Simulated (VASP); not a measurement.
# SrCl2 (Fm-3m) in VASP: notebook, part 2 of 2

VASP 6.6.1. The steps go on from the part before.

## 3. Band structure, LDA, spin-orbit coupling, no magnetisation

INCAR reads:

```
SYSTEM = SrCl2
ALGO = Normal
EDIFF = 1E-7
ENCUT = 520
GGA_COMPAT = .False.
ISIF = 2
ISMEAR = 0
KPAR = 2
LASPH = .True.
LCHARG = .False.
LORBIT = 11
LREAL = .False.
LSORBIT = .True.
LWAVE = .False.
MAGMOM = 0 0 0 0 0 0 0 0 0
NBANDS = 37
NELM = 60
PREC = Accurate
SIGMA = 0.02
```

KPOINTS reads:

```
k-points
0
Gamma
  6 6 6
  0 0 0
```

POSCAR reads:

```
SrCl2
1.0
    0.0000000000      3.4883500000      3.4883500000
    3.4883500000      0.0000000000      3.4883500000
    3.4883500000      3.4883500000      0.0000000000
Sr Cl
1 2
Direct
    0.0000000000      0.0000000000      0.0000000000
    0.7500000000      0.7500000000      0.7500000000
    0.2500000000      0.2500000000      0.2500000000
```

KPOINTS_OPT reads:

```
path GXWKGLUWLK,UX
20
line-mode
reciprocal
 0.0000000000  0.0000000000  0.0000000000  G
 0.5000000000  0.0000000000  0.5000000000  X

 0.5000000000  0.0000000000  0.5000000000  X
 0.5000000000  0.2500000000  0.7500000000  W

 0.5000000000  0.2500000000  0.7500000000  W
 0.3750000000  0.3750000000  0.7500000000  K

 0.3750000000  0.3750000000  0.7500000000  K
 0.0000000000  0.0000000000  0.0000000000  G

 0.0000000000  0.0000000000  0.0000000000  G
 0.5000000000  0.5000000000  0.5000000000  L

 0.5000000000  0.5000000000  0.5000000000  L
 0.6250000000  0.2500000000  0.6250000000  U

 0.6250000000  0.2500000000  0.6250000000  U
 0.5000000000  0.2500000000  0.7500000000  W

 0.5000000000  0.2500000000  0.7500000000  W
 0.5000000000  0.5000000000  0.5000000000  L

 0.5000000000  0.5000000000  0.5000000000  L
 0.3750000000  0.3750000000  0.7500000000  K

 0.6250000000  0.2500000000  0.6250000000  U
 0.5000000000  0.0000000000  0.5000000000  X
```

Potentials or basis: VASP PAW LDA potentials, release 64 (Sr_sv, Cl).

Started as:

```bash
$ cat potpaw_LDA.64/Sr_sv/POTCAR potpaw_LDA.64/Cl/POTCAR > POTCAR
$ mpirun -np 2 vasp_ncl > vasp.out
```

Wall time 8.2 min (2 MPI ranks of Intel Xeon Platinum 8259CL at 2.50GHz (Skylake/Cascade Lake), shared host); peak memory 0.43 GiB.

It converged, with:

| Quantity | Value |
| --- | --- |
| Free energy | -14.1256 eV |
| Pressure | -2.7 GPa |
| Valence electrons inside the program's atomic spheres | Sr 7.95; Cl 5.13 |

## 4. Band structure, r2SCAN, spin-orbit coupling, no magnetisation

Edit INCAR of step 3 so:

```diff
@@ -10,2 +10,3 @@
 LCHARG = .False.
+LMIXTAU = .True.
 LORBIT = 11
@@ -15,2 +16,3 @@
 MAGMOM = 0 0 0 0 0 0 0 0 0
+METAGGA = R2SCAN
 NBANDS = 37
```

KPOINTS is that of step 3.

POSCAR is that of step 3.

KPOINTS_OPT is that of step 3.

Potentials or basis: VASP PAW PBE potentials, release 64 (Sr_sv, Cl).

Started as:

```bash
$ cat potpaw_PBE.64/Sr_sv/POTCAR potpaw_PBE.64/Cl/POTCAR > POTCAR
$ mpirun -np 2 vasp_ncl > vasp.out
```

Wall time 41 min (2 MPI ranks of Intel Xeon Platinum 8259CL at 2.50GHz (Skylake/Cascade Lake), shared host); peak memory 0.64 GiB.

The run converged. Its results:

```yaml
Free_energy: -35.7787 eV
Pressure: 0.4 GPa
Valence_electrons_inside_the_program's_atomic_spheres: Sr 8.02; Cl 5.22
```

Caveat: the PAW data sets were made with another functional, which shifts forces and pressure a little.

## 5. Equation of state, HSE06, 27.58 Å³/atom (a relaxed cell with its volume scaled by 0.96)

POSCAR reads:

```
SrCl2                                   
1.0
    0.0000000000      3.4584254130      3.4584254130
    3.4584254130     -0.0000000000      3.4584254130
    3.4584254130      3.4584254130     -0.0000000000
  Sr              Cl            
     1     2
Direct
     1.0000000000000000    0.0000000000000000    1.0000000000000000
     0.7500000000000000    0.7500000000000000    0.7500000000000000
     0.2500000000000000    0.2500000000000000    0.2500000000000000
```

INCAR.step1 reads:

```
PREC     = Accurate       # precision mode
ENCUT    = 520            # plane-wave cutoff, eV
EDIFF    = 1E-5           # SCF threshold, eV
ISMEAR   = 0              # smearing method
SIGMA    = 0.02           # smearing width, eV
LREAL    = False          # projectors in reciprocal space
LASPH    = True           # aspherical terms in the spheres
NELM     = 60             # most SCF steps
ALGO     = Normal         # electronic algorithm
ISIF     = 2              # what is computed and relaxed
LWAVE    = True           # write WAVECAR
LCHARG   = False          # write CHGCAR
GGA      = PE             # functional
KPAR     = 4
```

INCAR.step2 reads:

```
PREC     = Accurate       # precision mode
ENCUT    = 520            # plane-wave cutoff, eV
EDIFF    = 1E-6           # SCF threshold, eV
ISMEAR   = 0              # smearing method
SIGMA    = 0.02           # smearing width, eV
LREAL    = False          # projectors in reciprocal space
LASPH    = True           # aspherical terms in the spheres
NELM     = 60             # most SCF steps
ALGO     = Normal         # electronic algorithm
ISIF     = 2              # what is computed and relaxed
LWAVE    = False          # write WAVECAR
LCHARG   = False          # write CHGCAR
GGA      = PE             # functional
LHFCALC  = True           # exact exchange
HFSCREEN = 0.2            # screening, 1/A
PRECFOCK = Fast         
ISTART   = 1            
KPAR     = 4
```

KPOINTS reads:

```
Automatic mesh
0
Gamma
  4 4 4
```

Started as:

```bash
$ cat potpaw_PBE.64/Sr_sv/POTCAR potpaw_PBE.64/Cl/POTCAR > POTCAR
$ cp INCAR.step1 INCAR
$ mpirun -np 4 vasp_std > vasp.out
$ cp INCAR.step2 INCAR
$ mpirun -np 4 vasp_std > vasp.out
```

Wall time 66 s (4 MPI ranks of Intel Xeon 6975P-C (Granite Rapids), shared host); peak memory 0.29 GiB.

The run converged. Its results:

```
Free energy            : -14.8216 eV
Pressure               : 1.6 GPa
Band gap on the k mesh : 6.74 eV, indirect (least direct gap 6.82 eV)
```

Caveat: the PAW data sets were made with another functional, which shifts forces and pressure a little.

## 6. Equation of state, HSE06, 28.15 Å³/atom (a relaxed cell with its volume scaled by 0.98)

POSCAR reads:

```
SrCl2                                   
1.0
    0.0000000000      3.4822773765      3.4822773765
    3.4822773765     -0.0000000000      3.4822773765
    3.4822773765      3.4822773765     -0.0000000000
  Sr              Cl            
     1     2
Direct
     1.0000000000000000    0.0000000000000000    1.0000000000000000
     0.7500000000000000    0.7500000000000000    0.7500000000000000
     0.2500000000000000    0.2500000000000000    0.2500000000000000
```

INCAR.step1 is that of step 5.

INCAR.step2 is that of step 5.

KPOINTS is that of step 5.

Potentials or basis: VASP PAW PBE potentials, release 64 (Sr_sv, Cl).

Started as:

```bash
$ cat potpaw_PBE.64/Sr_sv/POTCAR potpaw_PBE.64/Cl/POTCAR > POTCAR
$ cp INCAR.step1 INCAR
$ mpirun -np 4 vasp_std > vasp.out
$ cp INCAR.step2 INCAR
$ mpirun -np 4 vasp_std > vasp.out
```

It took 71 s on 4 MPI ranks of Intel Xeon 6975P-C (Granite Rapids), shared host; peak memory 0.31 GiB.

The run converged. Its results:

```
Free energy            : -14.8349 eV
Pressure               : 0.8 GPa
Band gap on the k mesh : 6.66 eV, indirect (least direct gap 6.83 eV)
```

Caveat: the PAW data sets were made with another functional, which shifts forces and pressure a little.

## 7. Equation of state, HSE06, 28.73 Å³/atom

POSCAR reads:

```
SrCl2                                   
1.0
    0.0000000000      3.5058069914      3.5058069914
    3.5058069914     -0.0000000000      3.5058069914
    3.5058069914      3.5058069914     -0.0000000000
  Sr              Cl            
     1     2
Direct
     1.0000000000000000    0.0000000000000000    1.0000000000000000
     0.7500000000000000    0.7500000000000000    0.7500000000000000
     0.2500000000000000    0.2500000000000000    0.2500000000000000
```

INCAR.step1 is that of step 6.

INCAR.step2 is that of step 6.

KPOINTS is that of step 6.

Started as:

```bash
$ cat potpaw_PBE.64/Sr_sv/POTCAR potpaw_PBE.64/Cl/POTCAR > POTCAR
$ cp INCAR.step1 INCAR
$ mpirun -np 4 vasp_std > vasp.out
$ cp INCAR.step2 INCAR
$ mpirun -np 4 vasp_std > vasp.out
```

Run time: 63 s. Hardware: 4 MPI ranks of Intel Xeon 6975P-C (Granite Rapids), shared host; peak memory 0.31 GiB.

It converged, with:

```
Free energy            : -14.8395 eV
Pressure               : 0.0 GPa
Band gap on the k mesh : 6.58 eV, indirect (least direct gap 6.84 eV)
```

Caveat: the PAW data sets were made with another functional, which shifts forces and pressure a little.

## 8. Equation of state, HSE06, 29.30 Å³/atom (a relaxed cell with its volume scaled by 1.02)

POSCAR reads:

```
SrCl2                                   
1.0
    0.0000000000      3.5290249329      3.5290249329
    3.5290249329     -0.0000000000      3.5290249329
    3.5290249329      3.5290249329     -0.0000000000
  Sr              Cl            
     1     2
Direct
     1.0000000000000000    0.0000000000000000    1.0000000000000000
     0.7500000000000000    0.7500000000000000    0.7500000000000000
     0.2500000000000000    0.2500000000000000    0.2500000000000000
```

INCAR.step1 is that of step 7.

INCAR.step2 is that of step 7.

KPOINTS is that of step 7.

Started as:

```bash
$ cat potpaw_PBE.64/Sr_sv/POTCAR potpaw_PBE.64/Cl/POTCAR > POTCAR
$ cp INCAR.step1 INCAR
$ mpirun -np 4 vasp_std > vasp.out
$ cp INCAR.step2 INCAR
$ mpirun -np 4 vasp_std > vasp.out
```

Wall time 60 s (4 MPI ranks of Intel Xeon 6975P-C (Granite Rapids), shared host); peak memory 0.33 GiB.

Results (log left out):

- Free energy: -14.8364 eV
- Pressure: -0.7 GPa
- Band gap on the k mesh: 6.50 eV, indirect (least direct gap 6.85 eV)

Caveat: the PAW data sets were made with another functional, which shifts forces and pressure a little.

## 9. Equation of state, HSE06, 29.87 Å³/atom (a relaxed cell with its volume scaled by 1.04)

POSCAR reads:

```
SrCl2                                   
1.0
    0.0000000000      3.5519413213      3.5519413213
    3.5519413213     -0.0000000000      3.5519413213
    3.5519413213      3.5519413213     -0.0000000000
  Sr              Cl            
     1     2
Direct
     1.0000000000000000    0.0000000000000000    1.0000000000000000
     0.7500000000000000    0.7500000000000000    0.7500000000000000
     0.2500000000000000    0.2500000000000000    0.2500000000000000
```

INCAR.step1 is that of step 8.

INCAR.step2 is that of step 8.

KPOINTS is that of step 8.

Potentials or basis: VASP PAW PBE potentials, release 64 (Sr_sv, Cl).

Started as:

```bash
$ cat potpaw_PBE.64/Sr_sv/POTCAR potpaw_PBE.64/Cl/POTCAR > POTCAR
$ cp INCAR.step1 INCAR
$ mpirun -np 4 vasp_std > vasp.out
$ cp INCAR.step2 INCAR
$ mpirun -np 4 vasp_std > vasp.out
```

Wall time 58 s (4 MPI ranks of Intel Xeon 6975P-C (Granite Rapids), shared host); peak memory 0.33 GiB.

Results (log left out):

| Quantity | Value |
| --- | --- |
| Free energy | -14.8265 eV |
| Pressure | -1.3 GPa |
| Band gap on the k mesh | 6.42 eV, indirect (least direct gap 6.77 eV) |

Caveat: the PAW data sets were made with another functional, which shifts forces and pressure a little.

## 10. Equation of state, HSE06

This run uses another cell than the first one, of 28.73 Å³/atom, 1.015 times its volume.

No new run: the results of the series are fitted here.

What came out:

* Equilibrium volume: 28.77 Å³/atom
* Bulk modulus: 35 GPa
* Pressure derivative of the bulk modulus: 5.0 (rough: it moves with the points fitted)

Energy against volume, from the lowest point:
```tsv
volume (Å³/atom)	energy (meV/atom)
27.577	5.94
28.151	1.53
28.726	0.00
29.300	1.03
29.875	4.33
```

Caveat: the k mesh is coarse (spacing up to 0.39 Å⁻¹), so the values aren't converged, least of all with exact exchange; the PAW data sets were made with another functional, which shifts forces and pressure a little.

## 11. For comparison

An earlier run on the cell as given: functional PBE; potentials or basis VASP PAW PBE potentials, release 64 (Sr_sv, Cl); cutoff 520 eV; k mesh 7 × 7 × 7; occupations fermi-dirac, width 0.05 eV; no spin polarisation.

* Pressure: 1.1 GPa
* Band gap on the k mesh: 5.37 eV, indirect (least direct gap 5.68 eV)

## 12. Summary

| task | level | potentials or basis | spin | cell | k mesh | smearing | ladder | grid for exact exchange (PRECFOCK) | screening parameter | mesh quality | pressure (GPa) |
| --- | --- | --- | --- | --- | --- | --- | --- | --- | --- | --- | --- |
| band structure | PBE | VASP PAW PBE potentials, release 64 (Sr_sv, Cl) | SOC, no magnetisation | Fm-3m, 28.3 Å³/atom | 6 × 6 × 6 | gaussian 0.02 eV | gaps | - | - | not flagged | 1.1 |
| band structure | LDA | VASP PAW LDA potentials, release 64 (Sr_sv, Cl) | SOC, no magnetisation | Fm-3m, 28.3 Å³/atom | 6 × 6 × 6 | gaussian 0.02 eV | gaps | - | - | not flagged | -2.7 |
| band structure | r2SCAN | VASP PAW PBE potentials, release 64 (Sr_sv, Cl) | SOC, no magnetisation | Fm-3m, 28.3 Å³/atom | 6 × 6 × 6 | gaussian 0.02 eV | gaps | - | - | not flagged | 0.4 |
| equation of state | HSE06 | VASP PAW PBE potentials, release 64 (Sr_sv, Cl) | off | Fm-3m, 28.73 Å³/atom | 4 × 4 × 4 | gaussian 0.02 eV | gaps | Fast | 0.2 1/A | coarse | - |
| single point | PBE | VASP PAW PBE potentials, release 64 (Sr_sv, Cl) | off | Fm-3m, 28.3 Å³/atom | 7 × 7 × 7 | fermi-dirac 0.05 eV | - | - | - | not flagged | 1.1 |

Alike in all rows: cutoff (eV) 520.

Caveats: some runs use coarse meshes; the PAW data sets were made with another functional, which shifts forces and pressure a little (some runs); an odd mesh through Γ misses points on the zone boundary, where band edges often lie (some runs).

Total energies depend on the potentials used, so only differences within one code and one set of settings carry meaning.
